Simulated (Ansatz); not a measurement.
# AlAs wire along [110], 42 atoms a period, H-terminated: bands under strain

Aim: is the AlAs wire along [110], 42 atoms a period, H-terminated a metal or a semiconductor?

Calculated with Ansatz 0.2.0; DFT PBE, plane waves, PAW; relaxation of a wire's period; PAW set soft_1, in the first sound run; inputs show where later runs differ.

### Step 1. Starting point

The cell holds 62 atoms: 21 As, 20 H and 21 Al. Cell: a = 24.359 Å, b = 25.571 Å, c = 4.052 Å, α = 90.0°, β = 90.0°, γ = 90.0°. Vacuum lies along a and b. The structure's axis is c.

### Step 2. Relaxing the period

Band widths follow the bond lengths, so the wire is relaxed first. The atoms and the third cell vector are free; the box across stays fixed as vacuum. A Fermi-Dirac smearing is set since the result may be a metal. The pressure printed is a third of the stress's trace over the whole box, vacuum included; only the stress along the axis is relaxed.

The input, input.yaml:

```yaml
crystal:
  lattice:
    - [24.359, 0.0, 0.0]
    - [0.0, 25.571, 0.0]
    - [0.0, 0.0, 4.0517218562]
  atoms:
    - { symbol: As, position: [0.176316471, 0.420768934, 0.0] }
    - { symbol: H, position: [0.197912599, 0.291413001, 0.0] }
    - { symbol: Al, position: [0.235124304, 0.341543995, 0.0] }
    - { symbol: Al, position: [0.235124304, 0.499993874, 0.0] }
    - { symbol: As, position: [0.411547802, 0.262319055, 0.0] }
    - { symbol: As, position: [0.411547802, 0.420768934, 0.0] }
    - { symbol: H, position: [0.43314393, 0.132963122, 0.0] }
    - { symbol: Al, position: [0.470355635, 0.341543995, 0.0] }
    - { symbol: Al, position: [0.470355635, 0.183094116, 0.0] }
    - { symbol: Al, position: [0.470355635, 0.499993874, 0.0] }
    - { symbol: As, position: [0.646779134, 0.262319055, 0.0] }
    - { symbol: As, position: [0.646779134, 0.420768934, 0.0] }
    - { symbol: H, position: [0.683516804, 0.212826673, 0.0] }
    - { symbol: Al, position: [0.705586967, 0.341543995, 0.0] }
    - { symbol: Al, position: [0.705586967, 0.499993874, 0.0] }
    - { symbol: H, position: [0.860414337, 0.420768934, 0.183616083] }
    - { symbol: H, position: [0.860414337, 0.579218813, 0.183616083] }
    - { symbol: H, position: [0.1395788, 0.420768934, 0.312353549] }
    - { symbol: H, position: [0.1395788, 0.579218813, 0.312353549] }
    - { symbol: As, position: [0.293932137, 0.341543995, 0.5] }
    - { symbol: As, position: [0.293932137, 0.658443753, 0.5] }
    - { symbol: As, position: [0.293932137, 0.499993874, 0.5] }
    - { symbol: H, position: [0.315528264, 0.212188062, 0.5] }
    - { symbol: H, position: [0.315528264, 0.787799686, 0.5] }
    - { symbol: Al, position: [0.35273997, 0.262319055, 0.5] }
    - { symbol: Al, position: [0.35273997, 0.420768934, 0.5] }
    - { symbol: Al, position: [0.35273997, 0.579218813, 0.5] }
    - { symbol: Al, position: [0.35273997, 0.737668692, 0.5] }
    - { symbol: As, position: [0.529163468, 0.341543995, 0.5] }
    - { symbol: As, position: [0.529163468, 0.183094116, 0.5] }
    - { symbol: As, position: [0.529163468, 0.658443753, 0.5] }
    - { symbol: As, position: [0.529163468, 0.499993874, 0.5] }
    - { symbol: As, position: [0.529163468, 0.816893632, 0.5] }
    - { symbol: H, position: [0.565901139, 0.133601734, 0.5] }
    - { symbol: H, position: [0.565901139, 0.866386014, 0.5] }
    - { symbol: Al, position: [0.587971301, 0.262319055, 0.5] }
    - { symbol: Al, position: [0.587971301, 0.420768934, 0.5] }
    - { symbol: Al, position: [0.587971301, 0.579218813, 0.5] }
    - { symbol: Al, position: [0.587971301, 0.737668692, 0.5] }
    - { symbol: As, position: [0.764394799, 0.341543995, 0.5] }
    - { symbol: As, position: [0.764394799, 0.658443753, 0.5] }
    - { symbol: As, position: [0.764394799, 0.499993874, 0.5] }
    - { symbol: H, position: [0.80113247, 0.292051613, 0.5] }
    - { symbol: H, position: [0.80113247, 0.707936135, 0.5] }
    - { symbol: Al, position: [0.823202632, 0.420768934, 0.5] }
    - { symbol: Al, position: [0.823202632, 0.579218813, 0.5] }
    - { symbol: H, position: [0.1395788, 0.420768934, 0.687646451] }
    - { symbol: H, position: [0.1395788, 0.579218813, 0.687646451] }
    - { symbol: H, position: [0.860414337, 0.420768934, 0.816383917] }
    - { symbol: H, position: [0.860414337, 0.579218813, 0.816383917] }
    - { symbol: As, position: [0.176316471, 0.579218813, 0.0] }
    - { symbol: H, position: [0.197912599, 0.708574746, 0.0] }
    - { symbol: Al, position: [0.235124304, 0.658443753, 0.0] }
    - { symbol: As, position: [0.411547802, 0.579218813, 0.0] }
    - { symbol: As, position: [0.411547802, 0.737668692, 0.0] }
    - { symbol: H, position: [0.43314393, 0.867024625, 0.0] }
    - { symbol: Al, position: [0.470355635, 0.658443753, 0.0] }
    - { symbol: Al, position: [0.470355635, 0.816893632, 0.0] }
    - { symbol: As, position: [0.646779134, 0.579218813, 0.0] }
    - { symbol: As, position: [0.646779134, 0.737668692, 0.0] }
    - { symbol: H, position: [0.683516804, 0.787161074, 0.0] }
    - { symbol: Al, position: [0.705586967, 0.658443753, 0.0] }
kpoints:
  mp_grid: { grid: [1, 1, 20] }
scf:
  occupations: { method: fermi_dirac, width: 0.05 }
hamiltonian:
  xc: pbe
  pseudopotentials: { kind: paw, azcp: { folder: soft_1 } }
relax:
  cell: { fix: [a, b, alpha, beta, gamma] }
  max_steps: 45
  f_tol: 0.03
```

Run with:

```sh
$ ansatz run input.yaml --threads 16 --pin off --max-ram 61440MiB --backend cuda --events-out ev --progress --plain --runs-dir out --max-vram 78GiB
```

Numbers of over 12 decimals in the logs are rounded to 6 here.

Output:

```text
Engine: ansatz 0.2.0, aarch64-unknown-linux-gnu
Pseudopotentials: kind: paw
Pseudopotential: As, paw, valence charge 15, recommended cutoff 420 eV (normal), soft_1/As.paw.azcp
Pseudopotential: H, paw, valence charge 1, recommended cutoff 420 eV (normal), soft_1/H.paw.azcp
Pseudopotential: Al, paw, valence charge 3, recommended cutoff 420 eV (normal), soft_1/Al.paw.azcp
Functional definition: PBE
  parameter kappa = 0.804
  parameter beta = 0.066725
  exchange = pbe_x(kappa = kappa, mu = beta*pi^2/3)
  correlation = pbe_c(beta = beta)
[...]
Crystal: 62 atoms, lattice volume = 2523.753 Å³
Basis set: ecut = 420 eV, 49305 PW (Γ), exchange–correlation on 360×360×60 points (8 copies of the dense FFT grid, shifted against one another)
Bands: 261, of which v1, the nominal top of the filled ones, is band 199 counted from 1 (198 counted from 0)
Symmetry: 4 space group operations
Space group: Pmm2 (ITA 25), of the structure as read, at distance tolerance 1.4e-4 Å
k-points: 11 of 20
Non-local potential: As, projectors of the file, l = 0: 2, l = 1: 2, l = 2: 3, l = 3: 1
Non-local potential: H, projectors of the file, l = 0: 2, l = 1: 1
Non-local potential: Al, projectors of the file, l = 0: 2, l = 1: 2, l = 2: 1
PAW form: soft (Blöchl's): semilocal exchange-correlation on the pseudo side does not see the compensation charge
PAW one-centre angular grid: As, 590 points (default); XC on 64 Gauss nodes
PAW one-centre angular grid: H, 110 points (default); XC on 64 Gauss nodes
PAW one-centre angular grid: Al, 110 points (default); XC on 64 Gauss nodes
Initial density: superposition of atomic densities (neutral atoms: chi_scale 0, normalization atom)
Initial wavefunctions: pseudopotential atomic-orbital guess
[...]
Functional: x = pbe(κ = 0.804, μ = 0.219515), c = pbe(β = 0.066725)
SCF iter   1: F=—  HF=-113605.624564 eV  |F-HF|=—  |Δ(HF+E_count)|=         —  Δρ=3.53e-2  dr2=4.02e1  ethr=3.10e-3  ⟨swp⟩=6.9  Hψ=12496  notcnv=0  defer=39
preconditioner: auto → Resta (q_TF=auto, 2.005 Å⁻¹)  ε∞=2.2  [insulator: Δε(μ)=2.360 eV  Ē_g=9.119 eV  σ=0.050 eV  W_gap=1.00  n_scr=364 (ndim 8)  ℏωp=10.1 eV  f_vac=0.493  D(μ)=0.00/eV (n_scr^D=0)  ε∞_Penn≈2.2  vacuum switching on, ρ_ref=6.0e-3 e/Å³]
SCF iter   2: F=—  HF=-113595.724122 eV  |F-HF|=—  |Δ(HF+E_count)|=    9.90e0  Δρ=1.56e-2  dr2=9.20e0  ethr=3.10e-3  ⟨swp⟩=3.0  Hψ=4201  notcnv=0  defer=613
preconditioner: auto → LDOS  [metal: Δε(μ)=0.061 eV  Ē_g=8.816 eV  σ=0.050 eV  W_gap=0.29  n_scr=364 (ndim 8)  ℏωp=10.1 eV  f_vac=0.501  D(μ)=5.30/eV (n_scr^D=20)  β→1.0]
SCF iter   3: F=—  HF=-113594.472149 eV  |F-HF|=—  |Δ(HF+E_count)|=    1.25e0  Δρ=4.73e-3  dr2=3.91e0  ethr=2.31e-3  ⟨swp⟩=3.5  Hψ=4473  notcnv=0  defer=491
[...]
SCF iter  16: F=-113593.809764 eV  HF=-113593.809764 eV  |F-HF|=8.98e-9  |Δ(HF+E_count)|=   1.12e-7  Δρ=7.02e-7  dr2=4.13e-8  ethr=2.51e-11  ⟨swp⟩=4.0  Hψ=8035  notcnv=0
SCF 1 converged in 16 iterations: F = -113593.809764 eV  dr2 = 4.13e-8
  greatest PAW one-centre occupation: 0.999 electrons in one spin orbital (limit 2), on the As atom at site 50 (counted from 0), in its partial waves of l = 2
relax step   1: F+E_penalty+E_count = -113593.80976377 eV  Δ(F+E_penalty+E_count) = +0.000e0 eV  max|allowed force component| = 7.181e-1 eV/Å  Δτ_max = 0.0000 Å  P = +0.343 GPa  Ω = 2523.753 Å³  fix = [a, b, alpha, beta, gamma]  reactions: a +0.102, b +0.105 GPa  (16 SCF iters, dr2 threshold 1.00e-7 eV, accepted)
[...]
Crystal: 62 atoms, lattice volume = 2577.316 Å³
Basis set: ecut = 420 eV, 50221 PW (Γ), exchange–correlation on 360×360×60 points (8 copies of the dense FFT grid, shifted against one another)
[...]
iter 1 solved again at ethr=3.34e-4 eV; its pass at ethr=3.10e-3 eV (dr2=1.33e0 eV) is discarded
[...]
SCF iter   9: F=-113594.934647 eV  HF=-113594.934645 eV  |F-HF|=2.48e-6  |Δ(HF+E_count)|=   5.64e-6  Δρ=7.42e-6  dr2=1.25e-6  ethr=1.56e-9  ⟨swp⟩=4.1  Hψ=7938  notcnv=0
SCF 2 converged in 9 iterations: F = -113594.934647 eV  dr2 = 1.25e-6
  greatest PAW one-centre occupation: 0.999 electrons in one spin orbital (limit 2), on the As atom at site 0 (counted from 0), in its partial waves of l = 2
relax step   2: F+E_penalty+E_count = -113594.93464724 eV  Δ(F+E_penalty+E_count) = -1.125e0 eV  max|allowed force component| = 4.692e-1 eV/Å  Δτ_max = 0.1999 Å  P = -0.098 GPa  Ω = 2577.316 Å³  energy of the carried Pulay correction = -6.563e-3 eV  fix = [a, b, alpha, beta, gamma]  reactions: a -0.220, b +0.089 GPa  (9 SCF iters, dr2 threshold 6.20e-6 eV, accepted)
[...]
relax step   3: F+E_penalty+E_count = -113595.05009461 eV  Δ(F+E_penalty+E_count) = -1.154e-1 eV  max|allowed force component| = 2.172e-1 eV/Å  Δτ_max = 0.1185 Å  P = -0.043 GPa  Ω = 2581.405 Å³  energy of the carried Pulay correction = -7.059e-3 eV  fix = [a, b, alpha, beta, gamma]  reactions: a -0.070, b +0.005 GPa  (8 SCF iters, dr2 threshold 6.20e-6 eV, accepted)
[...]
relax step   4: F+E_penalty+E_count = -113595.06380613 eV  Δ(F+E_penalty+E_count) = -1.371e-2 eV  max|allowed force component| = 3.083e-2 eV/Å  Δτ_max = 0.0570 Å  P = -0.011 GPa  Ω = 2580.676 Å³  energy of the carried Pulay correction = -6.971e-3 eV  fix = [a, b, alpha, beta, gamma]  reactions: a -0.016, b -0.006 GPa  (6 SCF iters, dr2 threshold 2.95e-6 eV, accepted)
[...]
relax step   5: F+E_penalty+E_count = -113595.06699315 eV  Δ(F+E_penalty+E_count) = -3.187e-3 eV  max|allowed force component| = 2.296e-2 eV/Å  Δτ_max = 0.0334 Å  P = -0.001 GPa  Ω = 2578.808 Å³  energy of the carried Pulay correction = -6.744e-3 eV  fix = [a, b, alpha, beta, gamma]  reactions: a -0.027, b +0.011 GPa  (8 SCF iters, dr2 threshold 5.94e-8 eV, accepted)
[...]
relax step   6: F+E_penalty+E_count = -113595.07501912 eV  Δ(F+E_penalty+E_count) = -8.026e-3 eV  max|allowed force component| = 2.309e-2 eV/Å  Δτ_max = 0.0000 Å  P = +0.003 GPa  Ω = 2578.808 Å³  fix = [a, b, alpha, beta, gamma]  reactions: a -0.025, b +0.012 GPa  stress off target by 2.06e-2 GPa on what of the cell is left free  SCF on the basis re-selected at this cell (its energy is not comparable with the rows above)  (7 SCF iters)
[...]
atoms:
    - { symbol: As, position: [0.186820, 0.417773, 0] }
    - { symbol: H, position: [0.195150, 0.284978, 0] }
    - { symbol: Al, position: [0.239274, 0.330674, 0] }
    - { symbol: Al, position: [0.242021, 0.5, 0] }
    - { symbol: As, position: [0.410763, 0.261610, 0] }
    - { symbol: As, position: [0.411527, 0.420206, 0] }
    - { symbol: H, position: [0.430943, 0.126744, 0] }
    - { symbol: Al, position: [0.469623, 0.339780, 0] }
    - { symbol: Al, position: [0.465198, 0.179658, 0] }
    - { symbol: Al, position: [0.470371, 0.5, 0] }
    - { symbol: As, position: [0.641832, 0.267686, 0] }
    - { symbol: As, position: [0.645192, 0.422424, 0] }
    - { symbol: H, position: [0.676898, 0.218365, 0] }
    - { symbol: Al, position: [0.705520, 0.344744, 0] }
    - { symbol: Al, position: [0.708893, 0.5, 0] }
    - { symbol: H, position: [0.865655, 0.420302, 0.184112] }
    - { symbol: H, position: [0.865655, 0.579698, 0.184112] }
    - { symbol: H, position: [0.145292, 0.422271, 0.271788] }
    - { symbol: H, position: [0.145292, 0.577729, 0.271788] }
    - { symbol: As, position: [0.295171, 0.339838, 0.5] }
    - { symbol: As, position: [0.295171, 0.660162, 0.5] }
    - { symbol: As, position: [0.297575, 0.5, 0.5] }
    - { symbol: H, position: [0.313634, 0.208209, 0.5] }
    - { symbol: H, position: [0.313634, 0.791791, 0.5] }
    - { symbol: Al, position: [0.352799, 0.258074, 0.5] }
    - { symbol: Al, position: [0.354528, 0.418155, 0.5] }
    - { symbol: Al, position: [0.354528, 0.581845, 0.5] }
    - { symbol: Al, position: [0.352799, 0.741926, 0.5] }
    - { symbol: As, position: [0.527410, 0.342790, 0.5] }
    - { symbol: As, position: [0.523266, 0.186631, 0.5] }
    - { symbol: As, position: [0.527410, 0.657210, 0.5] }
    - { symbol: As, position: [0.527702, 0.5, 0.5] }
    - { symbol: As, position: [0.523266, 0.813369, 0.5] }
    - { symbol: H, position: [0.561539, 0.139526, 0.5] }
    - { symbol: H, position: [0.561539, 0.860474, 0.5] }
    - { symbol: Al, position: [0.584529, 0.263288, 0.5] }
    - { symbol: Al, position: [0.588116, 0.421407, 0.5] }
    - { symbol: Al, position: [0.588116, 0.578593, 0.5] }
    - { symbol: Al, position: [0.584529, 0.736712, 0.5] }
    - { symbol: As, position: [0.761698, 0.348744, 0.5] }
    - { symbol: As, position: [0.761698, 0.651256, 0.5] }
    - { symbol: As, position: [0.764569, 0.5, 0.5] }
    - { symbol: H, position: [0.792126, 0.296615, 0.5] }
    - { symbol: H, position: [0.792126, 0.703385, 0.5] }
    - { symbol: Al, position: [0.831055, 0.424549, 0.5] }
    - { symbol: Al, position: [0.831055, 0.575451, 0.5] }
    - { symbol: H, position: [0.145292, 0.422271, 0.728212] }
    - { symbol: H, position: [0.145292, 0.577729, 0.728212] }
    - { symbol: H, position: [0.865655, 0.420302, 0.815888] }
    - { symbol: H, position: [0.865655, 0.579698, 0.815888] }
    - { symbol: As, position: [0.186820, 0.582227, 0] }
    - { symbol: H, position: [0.195150, 0.715022, 0] }
    - { symbol: Al, position: [0.239274, 0.669326, 0] }
    - { symbol: As, position: [0.411527, 0.579794, 0] }
    - { symbol: As, position: [0.410763, 0.738390, 0] }
    - { symbol: H, position: [0.430943, 0.873256, 0] }
    - { symbol: Al, position: [0.469623, 0.660220, 0] }
    - { symbol: Al, position: [0.465198, 0.820342, 0] }
    - { symbol: As, position: [0.645192, 0.577576, 0] }
    - { symbol: As, position: [0.641832, 0.732314, 0] }
    - { symbol: H, position: [0.676898, 0.781635, 0] }
    - { symbol: Al, position: [0.705520, 0.655256, 0] }
```

Elapsed: 18 s, on 1 × NVIDIA GB200 with 16 threads of Arm Neoverse V2, shared host; peak memory 2 GiB; 2.1 min of CPU time.

The steps of the relaxation:

| step | energy less that of the first step (eV) | largest force component (eV/Å) | pressure (GPa) | volume (Å³) |
| --- | --- | --- | --- | --- |
| 1 | 0.0000 | 0.7181 | 0.34 | 2523.75 |
| 2 | -1.1249 | 0.4692 | -0.10 | 2577.32 |
| 3 | -1.2403 | 0.2172 | -0.04 | 2581.41 |
| 4 | -1.2540 | 0.0308 | -0.01 | 2580.68 |
| 5 | -1.2572 | 0.0230 | 0.00 | 2578.81 |
| 6 | -1.2653 | 0.0231 | 0.00 | 2578.81 |

The run keeps the 4 symmetry operations that it works with, so distortions that break them were not tested.

| cell as run | before | after | change |
| --- | --- | --- | --- |
| c (Å) | 4.052 | 4.140 | +2.2 % |

The atoms that moved most (Å, along periodic axes as changes of fractional coordinates times the final cell, across vacuum about the mean position):

| atom | dx | dy | dz | length |
| --- | --- | --- | --- | --- |
| Al3 | 0.101 | -0.278 | 0.000 | 0.296 |
| Al53 | 0.101 | 0.278 | 0.000 | 0.296 |
| As51 | 0.256 | 0.077 | 0.000 | 0.267 |
| As1 | 0.256 | -0.077 | 0.000 | 0.267 |
| H44 | -0.219 | -0.117 | 0.000 | 0.248 |
| H43 | -0.219 | 0.117 | 0.000 | 0.248 |
| H47 | 0.139 | 0.038 | 0.168 | 0.221 |
| H18 | 0.139 | 0.038 | -0.168 | 0.221 |

This step gave:

| Quantity | Value |
| --- | --- |
| energy at zero smearing | -113595.0725 eV |
| cell length along the wire | 4.140 Å |

The cell's length comes to 4.140 Å with spin left out.

(Continued in part 2 of 2.)

[Logs are printed without paths, hosts, clocks, repeated set-up lines and the standing remarks that a program may print on its own settings, such as how far it seeks lower states.]

[Hosts, paths, dates, database ids (printed as entryN), source tags and the programs' standing remarks are cut or masked in the printed files.]
